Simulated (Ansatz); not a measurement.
# Si: the cost of one run

Method: DFT r2SCAN, scalar-relativistic, plane waves, PAW, in Ansatz 0.2.0.

1 further run of the same task is left out (set aside as unsound or not needed). Runs told in other sessions of the task aren't counted.

## (1) The structure to begin with

Symmetry: I4/mmm, No. 139, tetragonal system. The conventional cell has a = 6.655 Å, b = 6.655 Å, c = 3.844 Å, α = 90.00°, β = 90.00°, γ = 90.00°. Si (site symmetry m2m) is surrounded by 4 Si at 2.34 to 2.38 Å.

Coordinates:

```
CELL_PARAMETERS angstrom
-3.32733 3.32733 1.92188
3.32733 -3.32733 1.92188
3.32733 3.32733 -1.92188
ATOMIC_POSITIONS crystal
Si 0.17875 0.17875 0.35751
Si 0.82125 0.82125 0.64249
Si 0.17875 0.82125 0.00000
Si 0.82125 0.17875 0.00000
```

It goes back to an entry of the Materials Project, which need not be the stable form.

This cell was relaxed beforehand with the same method: volume 21.28 Å³/atom, gap on the mesh 0.48 eV.

## (2) The reference cell

Reference values: F = -2555.7981 eV; pressure 0.02 GPa; largest force 0.003 eV/Å; gap on the mesh 0.48 eV. It was computed beforehand with the settings of the runs below.

## (3) Setting up a one-atom displacement scan

Atom 1 (Si) is moved by x along the Cartesian unit vector (0.000, 0.000, 1.000); the cell and all other atoms stay fixed. Forces below are components along that vector, summed over the moved atoms. In a periodic cell its images move with it.

## (4) x = -0.600 Å

The input, input.yaml:

```yaml
crystal:
  lattice:
    - [-3.3273296543, 3.3273296543, 1.921880523]
    - [3.3273296543, -3.3273296543, 1.921880523]
    - [3.3273296543, 3.3273296543, -1.921880523]
  atoms:
    - { symbol: Si, position: [0.0226560871, 0.0226560871, 0.3575063991] }
    - { symbol: Si, position: [0.8212468005, 0.8212468005, 0.642493601] }
    - { symbol: Si, position: [0.1787531995, 0.8212468005, 0.0] }
    - { symbol: Si, position: [0.8212468005, 0.1787531995, 0.0] }
basis:
  ecutwfc: 500
kpoints:
  mp_grid: { grid: [10, 10, 10] }
hamiltonian:
  xc: r2scan
scf:
  occupations: { method: gaussian, width: 0.05 }
output:
  forces: true
  stress: true
  eigenvalues: true
```

Run with:

```bash
> ansatz run input.yaml --threads 1 --pin off --max-ram 2560MiB --backend cpu --events-out ev --progress --plain --runs-dir out
```

What time and memory should one allow on 1 thread of Intel Xeon at 2.50GHz (Skylake/Cascade Lake), shared host?

About 1.9 min, with a peak of 0.82 GiB.
